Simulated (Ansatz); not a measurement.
## NiO under changes of volume

One of the cells (9.076 Å³/atom); the others are scaled copies at fixed shape and fractional positions:

```
Ni O
1.0
     0.00000    2.08590    2.08590
     2.08590    0.00000    2.08590
     2.08590    2.08590    0.00000
Ni O
1 1
Direct
  0.00000 0.00000 0.00000
  0.50000 0.50000 0.50000
```

- Program: Ansatz 0.2.0
- Functional: PBE
- Potentials or basis: PseudoDojo standard (PBE files)
- Cutoff: 1333 eV
- Density cutoff: 5333 eV
- k mesh: 11 × 11 × 11
- Occupations: fermi-dirac, width 0.05 eV
- Spin: collinear spin, ferromagnetic start
- Starting moments: [1.0, 0.0] μB

```tsv
volume (Å³/atom)	energy over the lowest point (meV/atom)	pressure (GPa)	moment (μB per cell)
8.531	?	?	?
8.713	29.55	14.5	1.73
8.894	15.19	10.2	1.79
9.076	5.74	6.1	1.83
9.257	0.84	2.3	1.86
9.439	0.00	-1.1	1.89
9.620	2.82	-4.2	1.92
```

Question: What does the run at 8.531 Å³/atom give?

Answer: Energy over the lowest point 48.71 meV/atom; pressure 19.0 GPa; moment 1.63 μB per cell.

Worked out: A Birch-Murnaghan fit of order 3 (a polynomial in V^(-2/3)) to the other rows has its minimum at 9.39 Å³/atom with B0 = V·E''(V) = 173 GPa and B' = 4.2. It gives 49.54 meV/atom at 8.531 Å³/atom, against the run's 48.71, and -dE/dV = 20.2 GPa, against 19.0. A parabola through the other rows of the moment, of slope 0.333 μB per Å³/atom there, extrapolates to 1.68 μB, against the run's 1.63.

Energies are extrapolated to zero smearing.

Caveats: a cell with one magnetic atom can't hold antiferromagnetic order, which such compounds often take.
